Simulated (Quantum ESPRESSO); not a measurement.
Write the native input for Quantum ESPRESSO 7.5 that does the following.

- Task: band structure
- Functional: EV93PW91
- Potentials or basis: SG15 PBE 1.2
- Cutoff: 1197 eV
- Density cutoff: 4789 eV
- k mesh: 10 × 10 × 10
- Occupations: fermi-dirac, width 0.05 eV
- Spin: no spin polarisation
- Mixing beta: 0.5
- Most SCF iterations: 120
- SCF threshold: 4e-10 Ry

Crystal: GaN.

```
Ga N
1.0
     0.00000    2.25350    2.25350
     2.25350    0.00000    2.25350
     2.25350    2.25350    0.00000
Ga N
1 1
Direct
  0.00000 0.00000 0.00000
  0.25000 0.25000 0.25000
```

The cell is a database's computed one.

These files were run (other wordings do the same):

pw.in

```
&CONTROL
  calculation = 'scf'
  prefix = 'pwscf'
  outdir = './tmp'
  pseudo_dir = './pseudo'
  tprnfor = .true.
  tstress = .true.
  disk_io = 'low'
/
&SYSTEM
  ibrav = 0
  nat = 2
  ntyp = 2
  ecutwfc = 88
  nbnd = 15
  input_dft = 'XC-000I-000I-035L-134L-000I-000I'
  occupations = 'smearing'
  smearing = 'fd'
  degauss = 0.00367493
/
&ELECTRONS
  conv_thr = 4d-10
  electron_maxstep = 120
  mixing_beta = 0.5
/
ATOMIC_SPECIES
Ga    69.7230 Ga_ONCV_PBE-1.2.upf
N     14.0070 N_ONCV_PBE-1.2.upf
CELL_PARAMETERS bohr
   0.0000000000    4.2584989699    4.2584989699
   4.2584989699    0.0000000000    4.2584989699
   4.2584989699    4.2584989699    0.0000000000
ATOMIC_POSITIONS bohr
Ga     0.0000000000    0.0000000000    0.0000000000
N      2.1292494849    2.1292494849    2.1292494849
K_POINTS automatic
10 10 10 0 0 0
```

pp_density.in

```
&INPUTPP
  prefix = 'pwscf'
  outdir = './tmp'
  filplot = 'density.dat'
  plot_num = 0
/
&PLOT
  nfile = 1
  filepp(1) = 'density.dat'
  iflag = 3
  output_format = 6
  fileout = 'density.cube'
/
```

pp_potential.in

```
&INPUTPP
  prefix = 'pwscf'
  outdir = './tmp'
  filplot = 'potential.dat'
  plot_num = 11
/
&PLOT
  nfile = 1
  filepp(1) = 'potential.dat'
  iflag = 3
  output_format = 6
  fileout = 'potential.cube'
/
```

pp_elf.in

```
&INPUTPP
  prefix = 'pwscf'
  outdir = './tmp'
  filplot = 'elf.dat'
  plot_num = 8
/
&PLOT
  nfile = 1
  filepp(1) = 'elf.dat'
  iflag = 3
  output_format = 6
  fileout = 'elf.cube'
/
```

bands.in

```
&CONTROL
  calculation = 'bands'
  prefix = 'pwscf'
  outdir = './tmp'
  pseudo_dir = './pseudo'
  disk_io = 'low'
  verbosity = 'high'
/
&SYSTEM
  ibrav = 0
  nat = 2
  ntyp = 2
  ecutwfc = 88
  nbnd = 15
  input_dft = 'XC-000I-000I-035L-134L-000I-000I'
  occupations = 'smearing'
  smearing = 'fd'
  degauss = 0.00367493
/
&ELECTRONS
  conv_thr = 1d-08
  electron_maxstep = 120
  mixing_beta = 0.5
  diago_full_acc = .true.
  startingwfc = 'random'
/
ATOMIC_SPECIES
Ga    69.7230 Ga_ONCV_PBE-1.2.upf
N     14.0070 N_ONCV_PBE-1.2.upf
CELL_PARAMETERS bohr
   0.0000000000    4.2584989699    4.2584989699
   4.2584989699    0.0000000000    4.2584989699
   4.2584989699    4.2584989699    0.0000000000
ATOMIC_POSITIONS bohr
Ga     0.0000000000    0.0000000000    0.0000000000
N      2.1292494849    2.1292494849    2.1292494849
K_POINTS crystal
60
 0.0000000000  0.0000000000  0.0000000000 1
 0.0625000000  0.0000000000  0.0625000000 1
 0.1250000000  0.0000000000  0.1250000000 1
 0.1875000000  0.0000000000  0.1875000000 1
 0.2500000000  0.0000000000  0.2500000000 1
 0.3125000000  0.0000000000  0.3125000000 1
 0.3750000000  0.0000000000  0.3750000000 1
 0.4375000000  0.0000000000  0.4375000000 1
 0.5000000000  0.0000000000  0.5000000000 1
 0.5000000000  0.0625000000  0.5625000000 1
 0.5000000000  0.1250000000  0.6250000000 1
 0.5000000000  0.1875000000  0.6875000000 1
 0.5000000000  0.2500000000  0.7500000000 1
 0.4375000000  0.3125000000  0.7500000000 1
 0.3750000000  0.3750000000  0.7500000000 1
 0.3375000000  0.3375000000  0.6750000000 1
 0.3000000000  0.3000000000  0.6000000000 1
 0.2625000000  0.2625000000  0.5250000000 1
 0.2250000000  0.2250000000  0.4500000000 1
 0.1875000000  0.1875000000  0.3750000000 1
 0.1500000000  0.1500000000  0.3000000000 1
 0.1125000000  0.1125000000  0.2250000000 1
 0.0750000000  0.0750000000  0.1500000000 1
 0.0375000000  0.0375000000  0.0750000000 1
 0.0000000000  0.0000000000  0.0000000000 1
 0.0625000000  0.0625000000  0.0625000000 1
 0.1250000000  0.1250000000  0.1250000000 1
 0.1875000000  0.1875000000  0.1875000000 1
 0.2500000000  0.2500000000  0.2500000000 1
 0.3125000000  0.3125000000  0.3125000000 1
 0.3750000000  0.3750000000  0.3750000000 1
 0.4375000000  0.4375000000  0.4375000000 1
 0.5000000000  0.5000000000  0.5000000000 1
 0.5250000000  0.4500000000  0.5250000000 1
 0.5500000000  0.4000000000  0.5500000000 1
 0.5750000000  0.3500000000  0.5750000000 1
 0.6000000000  0.3000000000  0.6000000000 1
 0.6250000000  0.2500000000  0.6250000000 1
 0.5833333333  0.2500000000  0.6666666667 1
 0.5416666667  0.2500000000  0.7083333333 1
 0.5000000000  0.2500000000  0.7500000000 1
 0.5000000000  0.2857142857  0.7142857143 1
 0.5000000000  0.3214285714  0.6785714286 1
 0.5000000000  0.3571428571  0.6428571429 1
 0.5000000000  0.3928571429  0.6071428571 1
 0.5000000000  0.4285714286  0.5714285714 1
 0.5000000000  0.4642857143  0.5357142857 1
 0.5000000000  0.5000000000  0.5000000000 1
 0.4821428571  0.4821428571  0.5357142857 1
 0.4642857143  0.4642857143  0.5714285714 1
 0.4464285714  0.4464285714  0.6071428571 1
 0.4285714286  0.4285714286  0.6428571429 1
 0.4107142857  0.4107142857  0.6785714286 1
 0.3928571429  0.3928571429  0.7142857143 1
 0.3750000000  0.3750000000  0.7500000000 1
 0.6250000000  0.2500000000  0.6250000000 1
 0.5937500000  0.1875000000  0.5937500000 1
 0.5625000000  0.1250000000  0.5625000000 1
 0.5312500000  0.0625000000  0.5312500000 1
 0.5000000000  0.0000000000  0.5000000000 1
```

Potentials or basis: SG15 PBE 1.2.

Command:

```sh
$ OMP_NUM_THREADS=1 pw.x -in pw.in > pw.out
$ OMP_NUM_THREADS=1 pp.x -in pp_density.in > pp_density.out
$ OMP_NUM_THREADS=1 pp.x -in pp_potential.in > pp_potential.out
$ OMP_NUM_THREADS=1 pp.x -in pp_elf.in > pp_elf.out
$ OMP_NUM_THREADS=1 pw.x -in bands.in > bands.out
```

It gave:

* Pressure: 22.6 GPa
* Band gap on the k mesh: 2.31 eV, direct
* Band gap along the path: 2.31 eV, direct

Caveat: the potentials were made for another functional, which shifts forces and pressure; the potentials were made for a functional far from this one.

It took 53 s on 1 thread of Arm Neoverse V1 (shared host), peak memory 0.09 GiB.
